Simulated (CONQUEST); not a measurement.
CdS (Greenockite):

```
CELL_PARAMETERS angstrom
4.15000 0.00000 0.00000
0.00000 6.73700 0.00000
0.00000 0.00000 7.18801
ATOMIC_POSITIONS crystal
Cd 0.00864 0.49822 0.32619
Cd 0.50864 0.49822 0.82619
Cd 0.49765 0.00239 0.16618
Cd 0.99765 0.00239 0.66618
S 0.00125 0.87277 0.33129
S 0.50125 0.87277 0.83129
S 0.00080 0.37511 0.66969
S 0.50080 0.37511 0.16969
```

The cell isn't the ideal one: atoms moved at random, drawn with an rms of 0.05 Å.

Base run:

| Quantity | Value |
| --- | --- |
| Program | CONQUEST 1.3 |
| Functional | PBE |
| Potentials or basis | PseudoDojo NC PBE, SZ, grid cutoff 120 Ha |
| k mesh | 7 × 4 × 4 |
| Occupations | fermi-dirac, width 0.05 eV |
| Spin | no spin polarisation |

Its results: band gap on the k mesh 0.52 eV; pressure 9.6 GPa; largest force 0.613 eV/Å.

Question: After a change of settings the same cell gave: band gap on the k mesh 1.46 eV; pressure 3.5 GPa; largest force 0.458 eV/Å. Which change was it?
A. potentials or basis from PseudoDojo NC PBE, SZ, grid cutoff 120 Ha to PseudoDojo NC PBE, DZP, multi-site functions of range 5 bohr, grid cutoff 120 Ha
B. potentials or basis from PseudoDojo NC PBE, SZ, grid cutoff 120 Ha to PseudoDojo NC PBE, DZP, multi-site functions of range 12 bohr, grid cutoff 120 Ha
C. potentials or basis from PseudoDojo NC PBE, SZ, grid cutoff 120 Ha to PseudoDojo NC PBE, DZ, grid cutoff 120 Ha

Answer: A.

Caveats: the basis of atomic orbitals isn't converged, which shifts pressures, moduli and gaps; the atomic basis is small (some runs); the box holds several primitive cells, so bands are folded and the points are those of the box's own zone (some runs); multi-site functions contract the basis, which raises the energy a little and makes forces and stress less exact (some runs); an odd mesh through Γ misses points on the zone boundary, where band edges often lie (some runs).
